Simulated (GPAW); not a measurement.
The system is MnS.

```
Mn S
1.0
     0.00000    2.60450    2.60450
     2.60450    0.00000    2.60450
     2.60450    2.60450    0.00000
Mn S
1 1
Cartesian
  0.0000 0.0000 0.0000
  2.6045 2.6045 2.6045
```

Base run:

| Quantity | Value |
| --- | --- |
| Program | GPAW 26.7.0 |
| Functional | PBE |
| Potentials or basis | GPAW PAW data sets (gpaw-data 1.2.1) |
| Cutoff | 600 eV |
| Basis | pw |
| k mesh | 9 × 9 × 9 |
| Occupations | gaussian, width 0.027 eV |
| Spin | collinear spin, ferromagnetic start |
| Starting moments | [4.0, 0.0] μB |

Its results: pressure -2.9 GPa; net moment 4.70 μB per cell; site moments Mn +4.16; S +0.11 μB.

**Question.** The run is repeated on the same cell with these changes: functional from PBE to r2SCAN; occupations from gaussian, width 0.027 eV to fermi-dirac, width 0.05 eV. What comes out?

**Answer.** Pressure 0.9 GPa; net moment 4.97 μB per cell; site moments Mn +4.39; S +0.14 μB.

Caveats: a cell with one magnetic atom can't hold antiferromagnetic order, which such compounds often take; the PAW data sets were made with another functional, which shifts forces and pressure a little (some runs).
